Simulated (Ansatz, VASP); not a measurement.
One calculation of MgO, two programs

INCAR

```
PREC = Accurate
ENCUT = 520
EDIFF = 1E-6
ISMEAR = 0
SIGMA = 0.05
LREAL = F
LASPH = T
NELM = 100
ALGO = Normal
ISIF = 2
LWAVE = F
LCHARG = F
GGA = PE
NBANDS = 26
```

File KPOINTS:

```
Automatic mesh
0
Gamma
  9 9 2
```

Contents of POSCAR:

```
MgO
1.0
    3.2805263433      0.0000000000      0.0000000000
   -1.6402631717      2.8410191511      0.0000000000
    0.0000000000      0.0000000000     10.7943000000
Mg O
4 4
Direct
    0.3333333333      0.6666666667      0.9694906392
    0.0000000000      0.0000000000      0.2208211786
    0.0000000000      0.0000000000      0.7208211786
    0.6666666667      0.3333333333      0.4694906392
    0.3333333333      0.6666666667      0.7800420079
    0.0000000000      0.0000000000      0.5296443544
    0.0000000000      0.0000000000      0.0296443544
    0.6666666667      0.3333333333      0.2800420079
```

Input for Ansatz:

```yaml
crystal:
  lattice:
    - [3.2805263433, 0.0, 0.0]
    - [-1.6402631717, 2.8410191511, 0.0]
    - [0.0, 0.0, 10.7943]
  atoms:
    - { symbol: Mg, position: [0.3333333333, 0.6666666667, 0.9694906392] }
    - { symbol: Mg, position: [0.0, 0.0, 0.2208211786] }
    - { symbol: Mg, position: [0.0, 0.0, 0.7208211786] }
    - { symbol: Mg, position: [0.6666666667, 0.3333333333, 0.4694906392] }
    - { symbol: O, position: [0.3333333333, 0.6666666667, 0.7800420079] }
    - { symbol: O, position: [0.0, 0.0, 0.5296443544] }
    - { symbol: O, position: [0.0, 0.0, 0.0296443544] }
    - { symbol: O, position: [0.6666666667, 0.3333333333, 0.2800420079] }
basis:
  ecutwfc: 520.0
kpoints:
  mp_grid: { grid: [9, 9, 2] }
hamiltonian:
  xc: pbe
  pseudopotentials: { kind: paw, azcp: { folder: soft_1 } }
scf:
  occupations: { method: gaussian, width: 0.05 }
output:
  forces: true
  stress: true
  eigenvalues: true
```

Alike in both runs: task single point; functional PBE; k mesh 9 × 9 × 2; occupations gaussian, width 0.05 eV; no spin polarisation.

```csv
,VASP,Ansatz
version,VASP 6.6.1,Ansatz 0.2.0
potentials or method,"VASP PAW PBE potentials, release 64 (Mg, O)","scalar-relativistic, plane waves, PAW"
plane-wave cutoff (eV),520,520
valence electrons in the cell,32,64
```

```csv
,VASP,Ansatz,Ansatz less VASP
gap on the k mesh at the Fermi level (eV),3.35,3.37,+0.019
least direct gap on the mesh (eV),3.35,3.37,+0.019
pressure (GPa),-3.1,-2.7,+0.44
largest component of the traceless stress (GPa),3.33,3.30,-0.032
rms of the force components (eV/Å),0.101,0.100,-0.0013
```

Atom by atom the forces differ by 0.001 eV/Å (rms over components). The two sets of potentials don't hold the same shells in valence.

Expect the measured gap to be larger: semilocal functionals such as PBE lack the derivative discontinuity.
